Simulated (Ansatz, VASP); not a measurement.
## Two plane-wave programs on Mg

The input INCAR:

```
ALGO = Normal ; EDIFF = 1E-6
ENCUT = 520 ; GGA = RP
ISIF = 2 ; ISMEAR = -1
LASPH = True ; LCHARG = False
LREAL = False ; LWAVE = False
NBANDS = 10 ; NELM = 100
PREC = Accurate ; SIGMA = 0.1
```

The input KPOINTS:

```
k-points
0
Gamma
  8 8 11
```

The input POSCAR:

```
Mg
1.0
    5.2945080566      0.0000000000      0.0000000000
   -2.6472540283      4.5851784775      0.0000000000
    0.0000000000      0.0000000000      3.2116165795
Mg
3
Direct
    0.0000000000      1.0000000000      0.0000000000
    0.3333333333      0.6666666667      0.5000000000
    0.6666666667      0.3333333333      0.5000000000
```

Input for Ansatz:

```yaml
crystal:
  lattice:
    - [5.2945080566, 0.0, 0.0]
    - [-2.6472540283, 4.5851784775, 0.0]
    - [0.0, 0.0, 3.2116165795]
  atoms:
    - { symbol: Mg, position: [0.0, 1.0, 0.0] }
    - { symbol: Mg, position: [0.3333333333, 0.6666666667, 0.5] }
    - { symbol: Mg, position: [0.6666666667, 0.3333333333, 0.5] }
hamiltonian:
  xc: rpbe
  pseudopotentials:
    kind: paw
    azcp:
      Mg: "pseudopotentials/Mg.paw.azcp"
basis:
  ecutwfc: 420
  fft_grid_basis: typed
kpoints:
  mp_grid: { grid: [8, 8, 11], shift: [0, 0, 0] }
magnetization:
  spin_polarized: false
scf:
  occupations: { method: fermi_dirac, width: 0.1 }
  lower_state_search: "off"
output:
  stress: true
  write_density: true
  write_potential: true
  elf: true
  volumetric_format: npy
```

Alike in both runs: task single point; functional RPBE; k mesh 8 × 8 × 11; occupations fermi-dirac, width 0.1 eV; no spin polarisation.

|  | VASP | Ansatz |
| --- | --- | --- |
| version | VASP 6.6.1 | Ansatz 0.2.0 |
| potentials or method | VASP PAW PBE potentials, release 64 (Mg) | plane waves (420 eV) with PAW, scalar-relativistic |
| plane-wave cutoff (eV) | 520 | 420 |
| valence electrons in the cell | 6 | 30 |

VASP gave:

- pressure (GPa): -2.3
- largest component of the traceless stress (GPa): 0.26

Q: Which values does Ansatz return?

A: Pressure (GPa): -2.1; largest component of the traceless stress (GPa): 0.26.

The two sets of potentials don't hold the same shells in valence.

Caveats: the PAW data sets were made with another functional, which shifts forces and pressure a little (VASP).
